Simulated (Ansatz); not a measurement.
The calculation used Ansatz 0.2.0, DFT PBE, scalar-relativistic, plane waves, PAW. Settings: cutoff 420 eV, Γ-centred meshes spaced at most about 0.3 Å⁻¹, and about 0.25 Å⁻¹ or finer for metals (2π included), Gaussian smearing. No spin polarisation.

All energies are static (0 K, no zero-point motion). Both are relaxed sheets, periodic along a and b.

Two relaxed structures of Be:

A.

```
CELL_PARAMETERS angstrom
3.67082 0.00000 0.00000
-1.83541 3.17903 0.00000
0.00000 0.00000 23.80000
ATOMIC_POSITIONS crystal
Be 0.33333 0.66667 0.29412
Be 0.66667 0.33333 0.29412
```

B.

```
CELL_PARAMETERS angstrom
1.99926 0.00000 0.00000
0.00000 3.99848 0.00000
0.00000 0.00000 23.80000
ATOMIC_POSITIONS crystal
Be 0.00000 0.25000 0.29412
Be 0.00000 0.75000 0.29412
```

Question: Which is lower in energy, and by how much?

Answer: B is lower, by 0.98 eV/atom. A has layer group p6/mmm (No. 80), 5.8 Å²/atom and no gap on its mesh; B has layer group p4/mmm (No. 61), 4.0 Å²/atom and no gap. Counting all near atoms (those within 1.25 times the shortest distance at each site), A has Be 3 and B has Be 4. In A, Be at height 0.00 Å has 3 Be at 2.12 Å. In B, Be at height 0.00 Å has 4 Be at 2.00 Å. Both come from invented guesses. Shaken at random and relaxed again, B falls into a cell with layer group p6/mmm (No. 80), 0.34 eV/atom lower and the lowest form computed, so it is a saddle point or a shallow minimum.

Cells without such a test can be saddle points. Some candidate types were left out of the draw beforehand, so a known form may be missing.
